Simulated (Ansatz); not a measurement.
**AlP: energy against volume in PBE, exact exchange and the RPA**

How do exact exchange and RPA correlation set the lattice of the published phase of AlP (F-43m)? The cell is scaled at fixed shape.

The COD entry's cell or inner coordinates are ideal or old and differ from later refinements, so a difference from it is no clean test against experiment.

Code: Ansatz 0.2.0. PBE orbitals, norm-conserving pseudopotentials, plane waves. (Simulation; spin polarisation is off.)

## 1. Starting point

The cell was relaxed beforehand with r2SCAN; volume changes: +0 %, -5 %, +5 %, -10 %, +10 %.

The symmetry is F-43m (No. 216, cubic); a = 5.479 Å in the conventional setting, 20.55 Å³ an atom. Near Al stand 4 P at 2.37 Å; near P stand 4 Al at 2.37 Å.

The structure in full:

Space group F-43m (No. 216). a = 5.479 Å, b = 5.479 Å, c = 5.479 Å, α = 90.00°, β = 90.00°, γ = 90.00°
```json
{"atom": "Al", "site": "4a", "symmetry": "-43m", "x": "0.0000", "y": "0.0000", "z": "0.0000"}
{"atom": "P", "site": "4d", "symmetry": "-43m", "x": "0.2500", "y": "0.2500", "z": "0.7500"}
```

## 2. The unscaled cell

input.yaml reads:

```yaml
crystal:
  lattice:
    - [0.0, 2.7392607921, 2.7392607921]
    - [2.7392607921, 0.0, 2.7392607921]
    - [2.7392607921, 2.7392607921, 0.0]
  atoms:
    - { symbol: Al, position: [0.0, 0.0, 0.0] }
    - { symbol: P, position: [0.25, 0.25, 0.25] }
kpoints:
  mp_grid: { grid: [6, 6, 6] }
hamiltonian:
  xc: pbe
  pseudopotentials: { kind: nc }
scf:
  occupations: { method: fixed }
output:
  rpa_energy:
    ecut_chi_ladder: [198, 222, 245, 272, 299]
    long_wavelength: optical_limit
basis:
  ecutwfc: 598.650497
```

The runs that follow: Volume -5 %; Volume +5 %; Volume -10 %; Volume +10 %.

Q: Predict the outcome of this session.

As calculated:

Energies in meV/atom from the unscaled cell:

```csv
volume (Å³/atom),PBE,exact exchange,EXX+RPA,RPA correlation
18.499,84.0,88.4,40.0,-48.4
19.526,23.8,23.1,2.2,-20.9
20.554,0.0,0.0,0.0,0.0
21.582,4.5,10.2,25.4,15.2
22.610,30.8,46.7,72.1,25.3
```

| energy | V₀ (Å³/atom) | B₀ (GPa) | B₀′ |
| --- | --- | --- | --- |
| PBE | 20.877 | 82 | 4.1 |
| exact exchange | 20.716 | 100 | 3.8 |
| EXX+RPA | 20.101 | 94 | 4.0 |

Birch–Murnaghan fits.

RPA correlation grows stronger on compression, so it pulls the cell in against exact exchange alone. The log puts the extrapolation error of each correlation energy at up to 1 meV/atom, against 72 meV/atom for the whole EXX+RPA curve; part of it cancels between volumes. EXX+RPA puts the volume -3.7 % from PBE and the bulk modulus +14 %. The 6×6×6 mesh and the pseudopotentials limit these values, and the core-valence term stays semilocal.
